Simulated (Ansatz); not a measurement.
**WC (Qusongite): elastic constants with PBEsol**

WC (Qusongite):

```
W C
1.0
     2.90650    0.00000    0.00000
    -1.45325    2.51710    0.00000
     0.00000    0.00000    2.83660
W C
1 1
Direct
  0.00000 0.00000 0.00000
  0.66667 0.33333 0.50000
```

```yaml
Program: Ansatz 0.2.0
Task: elastic constants
Functional: PBEsol
Potentials_or_basis: all-electron LAPW, scalar-relativistic
Cutoff: 358 eV (chosen from the basis error)
Basis_error_allowed: 0.001 eV/atom
k_mesh: 7 × 7 × 7
Occupations: fermi-dirac, width 0.05 eV
Spin: no spin polarisation
```

- Pressure: -3.1 GPa
- Band gap on the k mesh: none (metal or under the smearing width)
- Voigt bulk modulus: 397 GPa

Stress tensor (GPa, compression positive):
```
-2.79  0.00  0.00
 0.00 -2.79  0.00
 0.00  0.00 -3.66
```

Levels at points of the mesh, in eV from the Fermi level:
| k point | band 22 | band 23 | band 24 | band 25 | band 26 | band 27 | band 28 | band 29 |
| --- | --- | --- | --- | --- | --- | --- | --- | --- |
| (0.00, 0.00, 0.00) | -4.44 | -3.44 | -3.44 | 0.00 | 3.11 | 3.11 | 5.53 | 5.53 |

Elastic tensor in Voigt notation (GPa, in the Cartesian axes of the cell as first typed):
```
687 263 179   0   0   0
263 687 179   0   0   0
178 178 958   0   0   0
  0   0   0 316   0   0
  0   0   0   0 316   0
  0   0   0   0   0 212
```

Run time: 10 min on 1 thread of Intel(R) Xeon(R) Processor @ 2.50GHz (Skylake/Cascade Lake) (shared host), peak memory 0.45 GiB.

Caveat: the k mesh is thin for a metal, which can move the energy by tens of meV per atom; a metal's response needs a denser mesh; the cell is more than 3 GPa from zero pressure, which shifts response properties; elastic constants of metals need much finer meshes, so these are rough. Spin-orbit coupling is left out, which matters for the levels of W.
